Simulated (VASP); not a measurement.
A run of VASP 6.6.1:

File POSCAR:

```
Y
1.0
    0.0000000000      2.5175004675      2.5175004675
    2.5175004675      0.0000000000      2.5175004675
    2.5175004675      2.5175004675      0.0000000000
Y
1
Cartesian
    0.0000000000      0.0000000000      0.0000000000
```

Contents of INCAR.step1:

```
SYSTEM = Y
PREC = Accurate
ENCUT = 550
EDIFF = 1E-5
ISMEAR = 1
SIGMA = 0.1
LREAL = .False.
LASPH = .True.
NELM = 80
ALGO = Normal
LWAVE = .True.
LCHARG = .False.
GGA = PE
```

The input INCAR.step2:

```
SYSTEM = Y
PREC = Accurate
ENCUT = 550
EDIFF = 1E-6
ISMEAR = 1
SIGMA = 0.1
LREAL = .False.
LASPH = .True.
NELM = 80
ALGO = Normal
ISIF = 2
LWAVE = .False.
LCHARG = .False.
GGA = PE
LHFCALC = .True.
AEXX = 0.25
PRECFOCK = Normal
IVDW = 21
IBRION = 2
NSW = 40
EDIFFG = -0.01
ISTART = 1
```

The input KPOINTS:

```
Automatic mesh
0
Gamma
  5 5 5
  0 0 0
```

Potentials or basis: VASP PAW PBE potentials, release 64 (Y_sv_GW).

Command:

```sh
$ cat potpaw_PBE.64/Y_sv_GW/POTCAR > POTCAR
$ cp INCAR.step1 INCAR
$ mpirun -np 1 vasp_std > vasp.out
$ cp INCAR.step2 INCAR
$ mpirun -np 1 vasp_std > vasp.out
```

Hardware: 1 thread of Intel(R) Xeon(R) 6975P-C (Granite Rapids), with other jobs on the host.

Question: Estimate the wall time of this run.

Answer: Run time: 4.3 min on 1 thread of Intel(R) Xeon(R) 6975P-C (Granite Rapids) (shared host), peak memory 0.17 GiB. Counts: scf iterations 22, k points 10, ion steps 1.
